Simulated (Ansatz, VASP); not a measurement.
## One calculation of Ge, two programs

```
Ge
1.0
     0.00000    2.88574    5.11566
     2.63050    0.00000    5.11566
     2.63050    2.88574    0.00000
Ge
4
Direct
  0.72649 0.27351 0.72649
  0.27351 0.72649 0.27351
  0.21813 0.21813 0.78187
  0.78187 0.78187 0.21813
```

This isn't the form of Ge at room conditions, which is diamond.

Alike in both runs: task band structure; functional PBEsol; k mesh 5 × 5 × 5; occupations fermi-dirac, width 0.05 eV; no spin polarisation.

|  | VASP | Ansatz |
| --- | --- | --- |
| version | VASP 6.6.1 | Ansatz 0.2.0 |
| potentials or method | VASP PAW PBE potentials, release 64 (Ge_d) | Ansatz PAW |
| plane-wave cutoff (eV) | 520 | 420 |
| valence electrons in the cell | 56 | 56 |

Ansatz gave:

```
gap on the k mesh at the Fermi level (eV)       : none
pressure (GPa)                                  : -3.7
largest component of the traceless stress (GPa) : 0.25
rms of the force components (eV/Å)              : 0.039
```

Question: Which values does VASP return?

Answer: gap on the k mesh at the Fermi level (eV): none; pressure (GPa): -3.6; largest component of the traceless stress (GPa): 0.24; rms of the force components (eV/Å): 0.040.

Atom by atom the forces differ by 0.001 eV/Å (rms over components). A gap of «none» marks a metal or a gap that the smearing closes. With one functional, cell and mesh, what is left measures potentials, basis and numerics.

Caveats: the PAW data sets were made with another functional, which shifts forces and pressure a little (VASP); the PAW data sets come from PBE, with cores solved anew for the run's functional, which leaves a small shift of forces and pressure (Ansatz).
